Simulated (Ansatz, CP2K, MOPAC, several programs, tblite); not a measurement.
Energy against volume for Li2Se (antifluorite), at fixed shape and fractional coordinates, computed by several methods (PBE and r2SCAN, where shown, with plane waves in Ansatz); the cell shown is that of r2SCAN. Space group Fm-3m (No. 225), cubic; conventional cell a = 5.987 Å, 17.88 Å³ an atom. Se is surrounded by 8 Li at 2.59 Å; Li is surrounded by 4 Se at 2.59 Å. The values are computed, spin-unpolarised, and not measurements. Energies count from each curve's lowest point; fits are third-order Birch-Murnaghan.

```cif
data_structure
_symmetry_space_group_name_H-M 'Fm-3m'
_symmetry_Int_Tables_number 225
_cell_length_a 5.9870
_cell_length_b 5.9870
_cell_length_c 5.9870
_cell_angle_alpha 90.000
_cell_angle_beta 90.000
_cell_angle_gamma 90.000
_cell_volume 214.60
loop_
_atom_site_label
_atom_site_type_symbol
_atom_site_symmetry_multiplicity
_atom_site_Wyckoff_symbol
_atom_site_fract_x
_atom_site_fract_y
_atom_site_fract_z
_atom_site_occupancy
Se1 Se 4 a 0.00000 0.00000 0.00000 1
Li1 Li 8 c 0.25000 0.75000 0.75000 1
```

GFN1-xTB (tblite), on the shape of the cell shown, as a cluster of 96 atoms at the zone centre:
```csv
V (Å³/atom),E (meV/atom)
15.738,48.79
16.811,13.66
17.884,0.00
18.957,2.11
20.030,16.14
```
This method closes the gap of a crystal that DFT finds insulating, so its curve rests on a wrong state.
V₀ = 18.24 Å³ an atom and B₀ = 36 GPa.

PBE/DZVP (CP2K), on the shape of the cell shown:

| V (Å³/atom) | E (meV/atom) |
| --- | --- |
| 15.738 | 46.15 |
| 16.811 | 13.25 |
| 17.884 | 0.00 |
| 18.957 | 1.57 |
| 20.030 | 14.34 |

V₀ = 18.28 Å³ an atom and B₀ = 34 GPa.

PM7 (MOPAC), on the shape of the cell shown, as a cluster of 96 atoms at the zone centre:
```
V (Å³/atom)  E (meV/atom)
     15.738        985.96
     16.811        638.40
     17.884        371.50
     18.957        164.17
     20.030          0.00
```
The lowest point is an end point, so the minimum isn't bracketed.

PBE/SZV (CP2K), on the shape of the cell shown:
```
V (Å³/atom)  E (meV/atom)
     15.738        120.65
     16.811         59.44
     17.884         22.63
     18.957          4.28
     20.030          0.00
```
The lowest point is an end point, so the minimum isn't bracketed.

r2SCAN, on the shape of its own relaxed cell:
```
V (Å³/atom)  E (meV/atom)
     16.811          7.61
     17.347          1.75
     17.884          0.00
     18.420          1.78
     18.957          6.62
```
V₀ = 17.87 Å³ an atom and B₀ = 35 GPa.

The runs are scalar-relativistic, without spin-orbit coupling.
